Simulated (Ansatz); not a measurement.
## Te in Ansatz: the effect of functional

The system is Te.

```
CELL_PARAMETERS angstrom
5.22326 0.00000 0.00000
0.00000 5.22326 0.00000
0.00000 0.00000 5.22326
ATOMIC_POSITIONS crystal
Te 0.87500 0.12500 0.62500
Te 0.37500 0.37500 0.37500
Te 0.12500 0.62500 0.87500
Te 0.62500 0.87500 0.12500
```

The cell was built by a generator and needn't be a form met in nature.

Alike in all runs:

```yaml
Program: Ansatz 0.2.0
Task: band structure
Potentials_or_basis: Ansatz PAW
Cutoff: "420 eV (not typed: the program's choice for these potentials)"
k_mesh: 4 × 4 × 4
Occupations: fermi-dirac, width 0.05 eV
Spin: no spin polarisation
```

```csv
functional,pressure (GPa)
LDA,-2.9
PBEsol,?
RPBE,1.3
revPBE,1.0
BLYP,3.7
```

What does the run with functional PBEsol give?

Pressure -2.1 GPa.

Caveats: the PAW data sets come from PBE, with cores solved anew for the run's functional, which leaves a small shift of forces and pressure.

Runs at the PBE level aren't shown here.
